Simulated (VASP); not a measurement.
# Pb, energy along a vibration (SMASS = -2): which settings are enough?

Pb, atoms displaced along the mode, 2 atoms in the cell. PBE, energy along a line of displacements; PAW potentials Pb_d (PBE set). VASP 6.6.1.

Wanted: harmonic frequency within 1 %.

Mode: optical mode at Gamma along x.

POSCAR:
```
Pb
1.0
    0.0000000000      3.4390000555      3.4390000555
    3.4390000555      0.0000000000      3.4390000555
    3.4390000555      3.4390000555      0.0000000000
Pb
2
Direct
    0.7558156440      0.7441843560      0.7441843560
    0.4941843560      0.5058156440      0.5058156440

    0.0100000000   0.0000000000   0.0000000000
   -0.0100000000   0.0000000000   0.0000000000
```

The series start from k mesh: 5 × 5 × 5; Cutoff (eV): 320; Step along the mode (Å): 0.02; Electronic threshold (eV): 1e-7; Smearing width (eV): 0.15; Precision and projection: Accurate, reciprocal space. Each series keeps the choices made before it, and each single choice may use up half of a tolerance.

## k mesh

| k mesh | Harmonic frequency (THz) | Time (s) |
|---|---|---|
| 2 × 2 × 2 | -3.381 | 16 |
| 3 × 3 × 3 | -2.721 | 20 |
| 4 × 4 × 4 | 0.6864 | 36 |
| 5 × 5 × 5 | 2.61 | 57 |
| 6 × 6 × 6 | 3.034 | 83 |
| 8 × 8 × 8 | 3.345 | 239 |
| 10 × 10 × 10 (reference) | 3.619 | 410 |

## Cutoff (eV)

| Cutoff (eV) | Harmonic frequency (THz) | Time (s) |
|---|---|---|
| 170 | 3.732 | 182 |
| 210 | 3.593 | 143 |
| 240 | 3.622 | 301 |
| 280 | 3.621 | 285 |
| 320 | 3.619 | 410 |
| 360 (reference) | 3.62 | 521 |

## Electronic threshold (eV)

| Electronic threshold (eV) | Harmonic frequency (THz) | Time (s) |
|---|---|---|
| 0.001 | 3.622 | 255 |
| 0.0001 | 3.623 | 239 |
| 1e-5 | 3.623 | 253 |
| 1e-6 | 3.623 | 249 |
| 1e-7 (reference) | 3.622 | 301 |
| 1e-8 | crashed | 260 |

VASP's message at the runs that stop: ERROR in subspace rotation PDSYEVX/ PZHEEVX: I2,IFAIL= 1 12.

## Question

The rows run from the loosest to the tightest. For each series: choose the loosest value from which every tighter one stays within half of the tolerance.

## Answer

- k mesh: 10 × 10 × 10, the tightest run, since the next looser one is off by more than half of the tolerance (convergence isn't shown beyond it)
- Cutoff (eV): 240
- Electronic threshold (eV): 0.001

## All choices together

| Input | Harmonic frequency (THz) | Time (s) |
|---|---|---|
| defaults on a coarse mesh (naive) | -2.072 | 5.4 |
| chosen settings | 3.622 | 255 |
| reference settings throughout | 3.635 | 613 |

The chosen settings stay within the tolerance of the reference run, but the reference itself isn't shown to be converged in: k mesh, Smearing width (eV).

## The input

INCAR:
```
ALGO = Normal
EDIFF = 0.001
ENCUT = 240
GGA = PE
IBRION = 0
ISMEAR = 1
ISYM = 0
KPAR = 2
LASPH = T
LCHARG = F
LREAL = F
LWAVE = F
NELMIN = 4
NSW = 9
POTIM = 1
PREC = Accurate
SIGMA = 0.15
SMASS = -2
```

KPOINTS:
```
Automatic mesh
0
Gamma
  10 10 10
  0 0 0
```

Commands:
```
cat potpaw_PBE.64/Pb_d/POTCAR > POTCAR
mpirun -np 2 vasp_std > vasp.out
```

Limits: NELMIN = 4 forces that many electronic steps, so a loose EDIFF looks better here than it is.

The chosen input took VASP 6.6.1 255 s on 2 cores (Intel Xeon Platinum 8488C (Sapphire Rapids)), a shared host.

## An input that fails: POTIM multiplies the typed steps tenfold

It runs to its end, but against the unchanged starting input it is off by 783 % in the harmonic frequency.

Changes against the starting input:
```
- POTIM = 1
+ POTIM = 10
```
